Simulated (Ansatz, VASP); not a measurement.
## HfB: VASP beside Ansatz

Contents of INCAR:

```
  PREC = Accurate
  ENCUT = 520
  EDIFF = 1E-6
  ISMEAR = -1
  SIGMA = 0.03
  LREAL = False
  LASPH = True
  NELM = 100
  ALGO = Normal
  ISIF = 2
  LWAVE = False
  LCHARG = True
  GGA = PE
  LELF = True
  LVHAR = True
  NBANDS = 14
```

KPOINTS

```
Automatic mesh
0
Gamma
  12 12 12
```

Contents of POSCAR:

```
HfB
1.0
    0.0000000000      2.3331000000      2.3100000000
    2.3331000000      0.0000000000      2.3100000000
    2.3331000000      2.3331000000      0.0000000000
Hf B
1 1
Direct
    0.5000000000      0.5000000000      0.5000000000
    0.0000000000      0.0000000000      0.0000000000
```

Input for Ansatz:

```yaml
crystal:
  lattice:
    - [0.0, 2.3331, 2.31]
    - [2.3331, 0.0, 2.31]
    - [2.3331, 2.3331, 0.0]
  atoms:
    - { symbol: Hf, position: [0.5, 0.5, 0.5] }
    - { symbol: B, position: [0.0, 0.0, 0.0] }
kpoints:
  mp_grid: { grid: [12, 12, 12] }
scf:
  occupations: { method: fermi_dirac, width: 0.03 }
hamiltonian:
  xc: pbe
  pseudopotentials: { kind: all_electron, lapw: { basis_error: 0.0005 } }
output:
  forces: true
  stress: true
  eigenvalues: true
```

Change from the starting cell: x and y stretched by +1 %, z held.

Alike in both runs: task single point; functional PBE; k mesh 12 × 12 × 12; occupations fermi-dirac, width 0.03 eV; no spin polarisation.

|  | VASP | Ansatz |
| --- | --- | --- |
| version | VASP 6.6.1 | Ansatz 0.2.0 |
| potentials or method | VASP PAW PBE potentials, release 64 (Hf_pv, B) | all-electron LAPW, scalar-relativistic |
| plane-wave cutoff (eV) | 520 | see its input |

Ansatz gave:

| Property | Result |
| --- | --- |
| pressure (GPa) | 24.6 |
| largest component of the traceless stress (GPa) | 3.34 |

Q: Which values does VASP return?

A: Pressure (GPa): 25.3; largest component of the traceless stress (GPa): 3.39.

Ansatz ran all-electron here, so the differences hold the error of VASP's frozen core and of both bases.

Caveats: so large a pressure means that the cell lies far from this level's equilibrium, or that cutoff or potentials fall short (VASP). The runs have no spin-orbit coupling, so splittings on Hf are missing.
